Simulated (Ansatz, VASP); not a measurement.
**HgS6: VASP beside Ansatz**

INCAR

```
SYSTEM = HgS6
ALGO = Normal
EDIFF = 1E-6
EDIFFG = -0.04
ENCUT = 600
GGA = PE
IBRION = 2
ISIF = 3
ISMEAR = 0
LASPH = .TRUE.
LCHARG = .FALSE.
LREAL = .FALSE.
LWAVE = .FALSE.
NELM = 80
NSW = 90
PREC = Accurate
SIGMA = 0.1
```

File KPOINTS:

```
k-points
0
G
  4 4 4
  0 0 0
```

The input POSCAR:

```
HgS6
1.0
    5.4814218500      0.0000000000      0.0000000000
    0.0000000000      5.4814218500      0.0000000000
    0.0000000000      0.0000000000      5.4814218500
Hg S
1 6
Direct
    0.0000000000      0.0000000000      0.0000000000
    0.8011341100      0.5000000000      0.5000000000
    0.1988658900      0.5000000000      0.5000000000
    0.5000000000      0.5000000000      0.8011341100
    0.5000000000      0.5000000000      0.1988658900
    0.5000000000      0.1988658900      0.5000000000
    0.5000000000      0.8011341100      0.5000000000
```

Input for Ansatz:

```yaml
crystal:
  lattice:
    - [5.48142185, 0.0, 0.0]
    - [0.0, 5.48142185, 0.0]
    - [0.0, 0.0, 5.48142185]
  atoms:
    - { symbol: Hg, position: [0.0, 0.0, 0.0] }
    - { symbol: S, position: [0.80113411, 0.5, 0.5] }
    - { symbol: S, position: [0.19886589, 0.5, 0.5] }
    - { symbol: S, position: [0.5, 0.5, 0.80113411] }
    - { symbol: S, position: [0.5, 0.5, 0.19886589] }
    - { symbol: S, position: [0.5, 0.19886589, 0.5] }
    - { symbol: S, position: [0.5, 0.80113411, 0.5] }
basis:
  ecutwfc: 420
kpoints:
  mp_grid: { grid: [4, 4, 4] }
hamiltonian:
  xc: pbe
scf:
  occupations: { method: gaussian, width: 0.1 }
  lower_state_search: "off"
output:
  forces: true
  stress: true
  eigenvalues: true
relax:
  adjacent_minimum: "off"
  f_tol: 0.04
  max_steps: 70
  cell: { stress_tol: 0.4 }
```

Change from the starting cell: species swapped into the YB6 type (Pm-3m, No. 221).

Alike in both runs: task relaxation of cell and atoms; functional PBE; k mesh 4 × 4 × 4; occupations gaussian, width 0.1 eV; no spin polarisation.

```csv
,VASP,Ansatz
version,VASP 6.6.1,Ansatz 0.2.0
potentials or method,"VASP PAW PBE potentials, release 64 (Hg, S)","scalar-relativistic, plane waves, PAW"
plane-wave cutoff (eV),600,420
valence electrons in the cell,48,56
```

|  | VASP | Ansatz | Ansatz less VASP |
| --- | --- | --- | --- |
| gap on the k mesh at the Fermi level, each at its own relaxed structure (eV) | none | none | - |
| relaxed volume (Å³/atom) | 35.89 | 35.57 | -0.321 |
| relaxed cell length with the largest relative difference (Å) | 6.310 | 6.291 | -0.0188 |
| energy change over the relaxation (meV/atom) | -694 | -683 | +11.2 |

A gap of «none» marks a metal or a gap that the smearing closes. The two sets of potentials don't hold the same shells in valence.

Caveats: the volume moved by over 15 % at a fixed basis, so the end points are rough (VASP). The runs have no spin-orbit coupling, so splittings on Hg are missing.
